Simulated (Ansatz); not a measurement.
**Levels at Γ against strain in BaF$_{2}$**

```xyz
3
Lattice="0.0000 3.1000 3.1000 3.1000 0.0000 3.1000 3.1000 3.1000 0.0000" Properties=species:S:1:pos:R:3 pbc="T T T"
Ba    0.0000    0.0000    0.0000
F     1.5500    1.5500    1.5500
F     4.6501    4.6501    4.6501
```

Atom numbers follow the list: Ba1, F2, F3.

The cell comes from COD entry 9009004, which wasn't checked; take it as a given geometry.

Spin–orbit coupling is left out, though it moves levels of the heavy atoms by tenths of an eV or more.

Method: DFT, LDA, all-electron LAPW, scalar-relativistic (Ansatz 0.2.0).

Sampling and basis: a Γ-centred 8×8×8 k mesh, Fermi–Dirac smearing of 0.01 eV, basis error target 1 meV/atom, no spin polarisation.

The cell is scaled evenly. Fractional coordinates are held (clamped ions).

The valence-band top of this crystal doesn't lie at Γ but 0.11 eV above the top filled level there.

Only quantities that a quadratic follows smoothly over the whole series are listed; rougher ones are left out.

```tsv
ln(V/Vcell)	direct gap at Γ (eV)	smallest gap on mesh and path (eV)
-0.0619	6.852	6.699
-0.0408	6.748	6.613
-0.0202	6.647	6.527
-0.0101	6.598	6.485
0.0000	6.550	6.443
0.0100	6.502	6.402
0.0198	6.455	6.361
0.0583	6.275	6.200
```

Q: Fit the series and give the slopes at zero strain.

A: Least-squares fits y = p0 + p1 x + p2 x² to the rows give direct gap at Γ (eV): p1 = -4.8, p2 = 1.4; smallest gap on mesh and path (eV): p1 = -4.16, p2 = -0.32. So dEg/dln V = -4.8 eV for the direct gap at Γ, which isn't the fundamental gap here: that one has dEg/dln V = -4.2 eV. Semilocal gaps are too small, but their slopes carry over better.

Q: One run, at ln(V/Vcell) = 0.0392, is withheld. Predict its row.

A: The fits give 6.364, 6.280; the run gave 6.364, 6.280.
